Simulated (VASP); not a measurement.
Input of a VASP 6.6.1 run:

File INCAR:

```
PREC     = Accurate       # precision mode
ENCUT    = 520            # plane-wave cutoff, eV
EDIFF    = 1E-7           # SCF threshold, eV
ISMEAR   = -1             # smearing method
SIGMA    = 0.05           # smearing width, eV
LREAL    = Auto         
LASPH    = True           # aspherical terms in the spheres
NELM     = 100            # most SCF steps
ALGO     = Fast           # electronic algorithm
ISIF     = 2              # what is computed and relaxed
LWAVE    = False          # write WAVECAR
LCHARG   = False          # write CHGCAR
GGA      = PE             # functional
NBANDS   = 48             # bands
```

The input KPOINTS:

```
Automatic mesh
0
Gamma
  2 2 2
```

POSCAR

```
Si
1.0
    0.0000000000      5.4300000000      5.4300000000
    5.4300000000      0.0000000000      5.4300000000
    5.4300000000      5.4300000000      0.0000000000
Si
17
Direct
   -0.0319797422     -0.0263259669      0.0146500921
    0.1218784530      0.0944751381      0.1137016575
    0.0238121547      0.0261510129      0.4756169429
    0.1531583794      0.1150368324      0.6364548803
    0.0196685083      0.5106629834     -0.0198342541
    0.1113812155      0.6062246777      0.1612523020
   -0.0165469613      0.4980386740      0.5246685083
    0.1318232044      0.6411418048      0.6177348066
    0.4872651934      0.0085359116      0.0003591160
    0.5941252302      0.1219705341      0.1478821363
    0.5093370166      0.0179558011      0.4987476980
    0.6695488029      0.1175230203      0.6381123389
    0.4823388582      0.5448250460     -0.0411970534
    0.6167127072      0.6238029466      0.1322928177
    0.5208839779      0.4829834254      0.4817679558
    0.6139594843      0.6476243094      0.5777716390
    0.8730294659      0.3405248619      0.9135635359
```

Potentials or basis: VASP PAW PBE potentials, release 64 (Si).

Run with:

```console
$ cat potpaw_PBE.64/Si/POTCAR > POTCAR
$ mpirun -np 1 vasp_std > vasp.out
```

Problem. Estimate the largest force.

Solution. 2.409 eV/Å.

Problem. Predict the pressure.

Solution. 4.6 GPa.

Problem. Predict the band gap on the k mesh.

Solution. None (metal or under the smearing width).

Stress tensor (GPa, compression positive):
```
 4.79  1.72 -2.64
 1.72  4.21 -0.90
-2.64 -0.90  4.72
```

Caveat: the k mesh is coarse (spacing up to 0.50 Å⁻¹), so the values aren't converged.
